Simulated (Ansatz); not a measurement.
# Calculated 91Zr nuclear quadrupole resonance for Zr3N4

Cell: a structure deposited in the COD, its atoms then relaxed with PBE in this cell.

Space group I-43d (No. 220); a = 6.7400 Å.

| site | Wyckoff | site symmetry | x | y | z |
| --- | --- | --- | --- | --- | --- |
| Zr | 12a | -4.. | 0.3750 | 0.0000 | 0.2500 |
| N | 16c | .3. | 0.0687 | 0.0687 | 0.0687 |

One atom of each set is listed; the run and its k-mesh use a cell of 14 atoms with edges of 5.84, 5.84, 5.84 Å.

Computed with Ansatz: DFT, PBE, plane waves and PAW, scalar-relativistic, 420 eV cutoff, Γ-centred 6×6×6 k-points, Fermi–Dirac smearing 0.02 eV.

91Zr: I = 5/2, Q = -176.0 mb (year-2017 value). Static lattice, zero field.

(1) The simulated lines lie at 6.37, 12.7 MHz. What are |C_Q|, η and |V_zz| at Zr?

Results:

(1) For I = 5/2 and η = 0 the lines are 3|C_Q|/20 and twice that; η pulls their ratio below 2. Here |C_Q| = 42.5 MHz, η = 0.00 and |V_zz| = 9.98 × 10²¹ V/m². The calculation gives V_zz positive; the lines don't show the sign. The site has 8 N at 2.23–2.44 Å.

An axis of threefold or higher order runs through Zr, so V_zz lies along it and η is zero.

Without spin–orbit coupling (the program notes it for Zr) the gradients can shift somewhat, as the gap is small.
